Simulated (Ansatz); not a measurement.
The system is ZnSe (Stilleite).

```
Se Zn
1.0
     0.00000    2.83380    2.83380
     2.83380    0.00000    2.83380
     2.83380    2.83380    0.00000
Se Zn
1 1
Direct
  0.75000 0.75000 0.75000
  0.00000 0.00000 0.00000
```

Base run:

```yaml
Program: Ansatz 0.2.0
Functional: SVWN5
Potentials_or_basis: Ansatz PAW
Cutoff: 420 eV
Density_cutoff: 1680 eV
k_mesh: 8 × 8 × 8
Occupations: fermi-dirac, width 0.05 eV
Spin: no spin polarisation
```

Its results: band gap on the k mesh 1.03 eV, direct; pressure -3.4 GPa.

Q: After a change of settings the same cell gave: band gap on the k mesh 1.86 eV, direct; pressure -0.1 GPa. Which change was it?
A. functional from SVWN5 to r2SCAN; cutoff from 420 eV to 500 eV; density cutoff from 1680 eV to 2000 eV
B. functional from SVWN5 to PBE; k mesh from 8 × 8 × 8 to 14 × 14 × 14
C. functional from SVWN5 to revPBE
D. functional from SVWN5 to PBE; occupations from fermi-dirac, width 0.05 eV to gaussian, width 0.024 eV

A: A.

r2SCAN gives the wider gap, since meta-GGAs in the generalised Kohn-Sham scheme recover part of the derivative discontinuity.

Caveats: the PAW data sets come from PBE, with cores solved anew for the run's functional, which leaves a small shift of forces and pressure.

Not every run made on this cell is shown here.
